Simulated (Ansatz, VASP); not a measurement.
**Two plane-wave programs on PtSe2**

The input POSCAR:

```
PtSe2
1.0
    3.6848527293      0.0000000000      0.0000000000
   -1.8424263647      3.1911760728      0.0000000000
    0.0000000000      0.0000000000     28.9599999964
Se Pt
2 1
Direct
    0.6666666667      0.3333333333      0.3095620555
    0.3333333333      0.6666666667      0.4010733037
    0.0000000000      0.0000000000      0.3553176796
```

The input INCAR.step1:

```
SYSTEM = PtSe2
  ALGO = Normal
  DIPOL = 0.5 0.5 0.355
  EDIFF = 1E-4
  ENCUT = 520
  GGA = PE
  IDIPOL = 3
  ISMEAR = 0
  LASPH = .TRUE.
  LCHARG = .FALSE.
  LDIPOL = .TRUE.
  LREAL = .FALSE.
  LWAVE = .TRUE.
  NBANDS = 18
  NELM = 100
  PREC = Accurate
  SIGMA = 0.01
```

The input INCAR.step2:

```
SYSTEM = PtSe2
  ALGO = Normal
  DIPOL = 0.5 0.5 0.355
  EDIFF = 1E-6
  ENCUT = 520
  IDIPOL = 3
  ISIF = 2
  ISMEAR = 0
  ISTART = 1
  LASPH = .TRUE.
  LCHARG = .TRUE.
  LDIPOL = .TRUE.
  LELF = .TRUE.
  LMIXTAU = .TRUE.
  LREAL = .FALSE.
  LVACPOTAV = .TRUE.
  LVHAR = .TRUE.
  LWAVE = .FALSE.
  METAGGA = R2SCAN
  NBANDS = 18
  NELM = 100
  PREC = Accurate
  SIGMA = 0.01
```

File KPOINTS:

```
k-points
0
G
  12 12 1
  0 0 0
```

Input for Ansatz:

```yaml
crystal:
  lattice:
    - [3.6848527293, 0.0, 0.0]
    - [-1.8424263647, 3.1911760728, 0.0]
    - [0.0, 0.0, 28.9599999964]
  atoms:
    - { symbol: Se, position: [0.6666666667, 0.3333333333, 0.3095620555] }
    - { symbol: Pt, position: [0.0, 0.0, 0.3553176796] }
    - { symbol: Se, position: [0.3333333333, 0.6666666667, 0.4010733037] }
  periodic: [true, true, false]
scf:
  occupations: { method: gaussian, width: 0.01 }
  n_extra_bands: 6
output:
  eigenvalues: true
  eigenstates:
    kpoints:
      - [0.0, 0.0, 0.0]
      - [0.025, 0.0, 0.0]
      - [0.05, 0.0, 0.0]
      - [0.075, 0.0, 0.0]
      - [0.1, 0.0, 0.0]
      - [0.125, 0.0, 0.0]
      - [0.15, 0.0, 0.0]
      - [0.175, 0.0, 0.0]
      - [0.2, 0.0, 0.0]
      - [0.225, 0.0, 0.0]
      - [0.25, 0.0, 0.0]
      - [0.275, 0.0, 0.0]
      - [0.3, 0.0, 0.0]
      - [0.325, 0.0, 0.0]
      - [0.35, 0.0, 0.0]
      - [0.375, 0.0, 0.0]
      - [0.4, 0.0, 0.0]
      - [0.425, 0.0, 0.0]
      - [0.45, 0.0, 0.0]
      - [0.475, 0.0, 0.0]
      - [0.5, 0.0, 0.0]
      - [0.016667, 0.016667, 0.0]
      - [0.033333, 0.033333, 0.0]
      - [0.05, 0.05, 0.0]
      - [0.066667, 0.066667, 0.0]
      - [0.083333, 0.083333, 0.0]
      - [0.1, 0.1, 0.0]
      - [0.116667, 0.116667, 0.0]
      - [0.133333, 0.133333, 0.0]
      - [0.15, 0.15, 0.0]
      - [0.166667, 0.166667, 0.0]
      - [0.183333, 0.183333, 0.0]
      - [0.2, 0.2, 0.0]
      - [0.216667, 0.216667, 0.0]
      - [0.233333, 0.233333, 0.0]
      - [0.25, 0.25, 0.0]
      - [0.266667, 0.266667, 0.0]
      - [0.283333, 0.283333, 0.0]
      - [0.3, 0.3, 0.0]
      - [0.316667, 0.316667, 0.0]
      - [0.333333, 0.333333, 0.0]
    top_band: c6
    e_range: [-2.5, 4.0]
kpoints:
  mp_grid: { grid: [12, 12, 1] }
hamiltonian:
  xc: r2scan
```

Alike in both runs: task single point; functional r2SCAN; k mesh 12 × 12 × 1; occupations gaussian, width 0.01 eV; no spin polarisation.

|  | VASP | Ansatz |
| --- | --- | --- |
| version | VASP 6.6.1 | Ansatz 0.2.0 |
| potentials or method | VASP PAW PBE potentials, release 64 (Se, Pt) | scalar-relativistic, plane waves, PAW |
| plane-wave cutoff (eV) | 520 | 500 |
| valence electrons in the cell | 22 | 50 |

Ansatz gave:

* gap on the k mesh at the Fermi level (eV): 1.60
* least direct gap on the mesh (eV): 1.92

Problem. Which values does VASP return?

Solution. gap on the k mesh at the Fermi level (eV): 1.59; least direct gap on the mesh (eV): 1.91.

The two sets of potentials don't hold the same shells in valence.

Caveats: spin-orbit coupling is left out, which moves the levels of the heavy elements. r2SCAN opens gaps a little over a GGA but as a rule still falls short of measured ones.
